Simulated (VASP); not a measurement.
A run of VASP 6.6.1:

INCAR

```
ALGO = Normal
EDIFF = 1E-6
EDIFFG = -0.005
ENCUT = 600
GGA = PE
IBRION = 2
ISIF = 3
ISMEAR = -5
LASPH = T
LCHARG = F
LREAL = F
LWAVE = F
NELM = 60
NSW = 100
PREC = Accurate
SIGMA = 0.1
```

KPOINTS

```
k-points
0
Gamma
  16 16 16
```

POSCAR

```
Li
1.0
   -1.7546500000      1.7546500000      1.7546500000
    1.7546500000     -1.7546500000      1.7546500000
    1.7546500000      1.7546500000     -1.7546500000
Li
1
Direct
    0.0000000000      0.0000000000      0.0000000000
```

Potentials or basis: VASP PAW PBE potentials, release 64 (Li_sv).

Command:

```sh
$ cat potpaw_PBE.64/Li_sv/POTCAR > POTCAR
$ mpirun -np 1 vasp_std > vasp.out
```

Hardware: 1 thread of Intel(R) Xeon(R) Platinum 8488C (Sapphire Rapids), on a shared host.

Task: Estimate the wall time of this run.

Result: It took 18 s on 1 thread of Intel(R) Xeon(R) Platinum 8488C (Sapphire Rapids), with other jobs on the host, peak memory 0.14 GiB. Counts: scf iterations 28, k points 145, ion steps 4.
